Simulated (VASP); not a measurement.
Wanted: the native input for a VASP 6.6.1 run.

```yaml
Task: single point
Functional: PBEsol
Potentials_or_basis: VASP PAW PBE potentials, release 64 (Mg)
Cutoff: 520 eV
k_mesh: 2 × 2 × 2
Occupations: fermi-dirac, width 0.1 eV
Spin: no spin polarisation
Dipole_correction: no
Further_INCAR_settings: ALGO = Normal; EDIFF = 1e-06; NBANDS = 16
```

The structure of Mg (a cell with a defect) lies in POSCAR:

```
Mg
1.0
   -3.6719832600      3.6719832600      3.3588080400
    3.6719832600     -3.6719832600      3.3588080400
    3.6719832600      3.6719832600     -3.3588080400
Mg
7
Direct
   -0.0113476030     -0.0113514157      0.2478856617
    0.0168318845      0.4859850309      0.0600622292
    0.0294902844      0.5169113518      0.5570580951
    0.4859887166      0.0168117411      0.0600487487
    0.5169162852      0.0295178214      0.5570610907
    0.4357116196      0.4356981391     -0.0783765828
    0.5264088529      0.5264273715      0.4712608630
```

One way to write it, as run:

INCAR

```
  PREC = Accurate
  ENCUT = 520
  EDIFF = 1E-6
  ISMEAR = -1
  SIGMA = 0.1
  LREAL = False
  LASPH = True
  NELM = 100
  ALGO = Normal
  ISIF = 2
  LWAVE = False
  LCHARG = False
  GGA = PS
  NBANDS = 16
```

KPOINTS

```
regular mesh
0
Gamma
  2 2 2
```

Potentials or basis: VASP PAW PBE potentials, release 64 (Mg).

Run with:

```console
$ cat potpaw_PBE.64/Mg/POTCAR > POTCAR
$ mpirun -np 1 vasp_std > vasp.out
```

Results of the run:

- Pressure: -1.2 GPa
- Largest force: 0.018 eV/Å
- Band gap on the k mesh: none (metal or under the smearing width)

Caveat: the k mesh is coarse (spacing up to 0.63 Å⁻¹), so the values aren't converged; the PAW data sets were made with another functional, which shifts forces and pressure a little.

It took 20 s on 1 thread of Intel(R) Xeon(R) 6975P-C (Granite Rapids), on a shared host, peak memory 0.3 GiB.
